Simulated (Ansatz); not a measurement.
# LiF: energy and stress against strain

Aim: for LiF, see how energy and stress answer to the strain pattern (0, 0, 0, 0, 1, 0).

Program: Ansatz 0.2.0. Level of theory: DFT LDA, scalar-relativistic, plane waves, PAW. These are calculated values, not measurements.

## 1. The system as given

The structure is hexagonal, space group P6_3mc (No. 186). The conventional cell has a = 3.061 Å, b = 3.061 Å, c = 4.807 Å, α = 90.00°, β = 90.00°, γ = 120.00°. Around Li (site symmetry 3m) lie 4 F at 1.85 to 1.86 Å. Around F (site symmetry 3m) lie 4 Li at 1.85 to 1.86 Å.

As a file:

```cif
data_structure
_symmetry_space_group_name_H-M 'P 1'
_symmetry_Int_Tables_number 1
_cell_length_a 3.0609
_cell_length_b 3.0609
_cell_length_c 4.8073
_cell_angle_alpha 90.000
_cell_angle_beta 90.000
_cell_angle_gamma 120.000
_cell_volume 39.01
loop_
_atom_site_label
_atom_site_type_symbol
_atom_site_fract_x
_atom_site_fract_y
_atom_site_fract_z
_atom_site_occupancy
Li1 Li 0.33333 0.66667 0.38115 1
Li2 Li 0.66667 0.33333 0.88115 1
F1 F 0.33333 0.66667 0.99384 1
F2 F 0.66667 0.33333 0.49384 1
```

It goes back to an entry of the Materials Project, which need not be the stable form.

No relaxation comes first: the listed cell is the starting point.

## 2. Zero of energy

The reference gives a free energy of -1995.7601 eV, pressure -2.98 GPa, largest force 0.014 eV/Å and gap on the mesh 7.61 eV. It was computed beforehand with the settings of the runs below.

## 3. The scan: energy and stress against strain

The cell is strained by ε times the Voigt pattern (0, 0, 0, 0, 1, 0) (xx, yy, zz, yz, xz, xy; engineering shear), with fractional coordinates fixed (clamped ions). The stress on the pattern is the sum of the stress components weighted by it, tension positive.

## 4. ε = -0.1500

The input, input.yaml:

```yaml
crystal:
  lattice:
    - [3.0609398175, 0.0, -0.2295704863]
    - [-1.5304699087, 2.6508516414, 0.1147852432]
    - [-0.3605493427, 0.0, 4.80732457]
  atoms:
    - { symbol: Li, position: [0.3333333333, 0.6666666667, 0.38115426] }
    - { symbol: Li, position: [0.6666666667, 0.3333333333, 0.88115426] }
    - { symbol: F, position: [0.3333333333, 0.6666666667, 0.99384374] }
    - { symbol: F, position: [0.6666666667, 0.3333333333, 0.49384374] }
basis:
  ecutwfc: 300.0
kpoints:
  mp_grid: { grid: [6, 6, 4] }
hamiltonian:
  xc: lda
scf:
  occupations: { method: gaussian, width: 0.05 }
output:
  forces: true
  stress: true
  eigenvalues: true
```

Launch:

```console
ansatz run input.yaml --threads 1 --pin off --max-ram 1536MiB --backend cpu --events-out ev --progress --plain --runs-dir out
```

## 5. Point ε = 0.1125

Edit input.yaml of step 4 so:

```diff
@@ -2,5 +2,5 @@
   lattice:
-    - [3.0609398175, 0.0, -0.2295704863]
-    - [-1.5304699087, 2.6508516414, 0.1147852432]
-    - [-0.3605493427, 0.0, 4.80732457]
+    - [3.0609398175, 0.0, 0.1721778647]
+    - [-1.5304699087, 2.6508516414, -0.0860889324]
+    - [0.2704120071, 0.0, 4.80732457]
   atoms:
```

## 6. ε = -0.0750

Edit input.yaml of step 5 so:

```diff
@@ -2,5 +2,5 @@
   lattice:
-    - [3.0609398175, 0.0, 0.1721778647]
-    - [-1.5304699087, 2.6508516414, -0.0860889324]
-    - [0.2704120071, 0.0, 4.80732457]
+    - [3.0609398175, 0.0, -0.1147852432]
+    - [-1.5304699087, 2.6508516414, 0.0573926216]
+    - [-0.1802746714, 0.0, 4.80732457]
   atoms:
```

## 7. At ε = 0.0375

Edit input.yaml of step 6 so:

```diff
@@ -2,5 +2,5 @@
   lattice:
-    - [3.0609398175, 0.0, -0.1147852432]
-    - [-1.5304699087, 2.6508516414, 0.0573926216]
-    - [-0.1802746714, 0.0, 4.80732457]
+    - [3.0609398175, 0.0, 0.0573926216]
+    - [-1.5304699087, 2.6508516414, -0.0286963108]
+    - [0.0901373357, 0.0, 4.80732457]
   atoms:
```

## 8. Point ε = 0.1312

Edit input.yaml of step 7 so:

```diff
@@ -2,5 +2,5 @@
   lattice:
-    - [3.0609398175, 0.0, 0.0573926216]
-    - [-1.5304699087, 2.6508516414, -0.0286963108]
-    - [0.0901373357, 0.0, 4.80732457]
+    - [3.0609398175, 0.0, 0.200797652]
+    - [-1.5304699087, 2.6508516414, -0.100398826]
+    - [0.3153604918, 0.0, 4.80732457]
   atoms:
```

## 9. ε = 0.0937

Edit input.yaml of step 8 so:

```diff
@@ -2,5 +2,5 @@
   lattice:
-    - [3.0609398175, 0.0, 0.200797652]
-    - [-1.5304699087, 2.6508516414, -0.100398826]
-    - [0.3153604918, 0.0, 4.80732457]
+    - [3.0609398175, 0.0, 0.1434050304]
+    - [-1.5304699087, 2.6508516414, -0.0717025152]
+    - [0.2252231561, 0.0, 4.80732457]
   atoms:
```

## 10. Point ε = 0.0562

Edit input.yaml of step 9 so:

```diff
@@ -2,5 +2,5 @@
   lattice:
-    - [3.0609398175, 0.0, 0.1434050304]
-    - [-1.5304699087, 2.6508516414, -0.0717025152]
-    - [0.2252231561, 0.0, 4.80732457]
+    - [3.0609398175, 0.0, 0.0860124089]
+    - [-1.5304699087, 2.6508516414, -0.0430062044]
+    - [0.1350858204, 0.0, 4.80732457]
   atoms:
```

## 11. ε = 0.0187

Edit input.yaml of step 10 so:

```diff
@@ -2,5 +2,5 @@
   lattice:
-    - [3.0609398175, 0.0, 0.0860124089]
-    - [-1.5304699087, 2.6508516414, -0.0430062044]
-    - [0.1350858204, 0.0, 4.80732457]
+    - [3.0609398175, 0.0, 0.0286197873]
+    - [-1.5304699087, 2.6508516414, -0.0143098936]
+    - [0.0449484847, 0.0, 4.80732457]
   atoms:
```

(Steps that only read results are left out.)

Before running it: what results should come out? Wanted: slope of the stress at ε = 0, from the points at -0.0750, 0 and 0.0187.

As calculated:

| quantity | value |
| --- | --- |
| slope of the stress at ε = 0, from the points at -0.0750, 0 and 0.0187 | 30 GPa |

**Reading.** The settings of these runs were drawn from a wide range and may not be converged. From the stress slope, C55 is about 30 GPa with the ions clamped; letting the atoms relax could not make it stiffer. The step is wide, so higher orders mix in. The reference stands under -3.0 GPa, so this is no zero-stress constant. The undisturbed cell stays the lowest of the sampled points. The gap on the mesh stays between 7.44 and 7.61 eV. In some runs cutoff or mesh lie under the advised values, so their numbers carry a basis error.
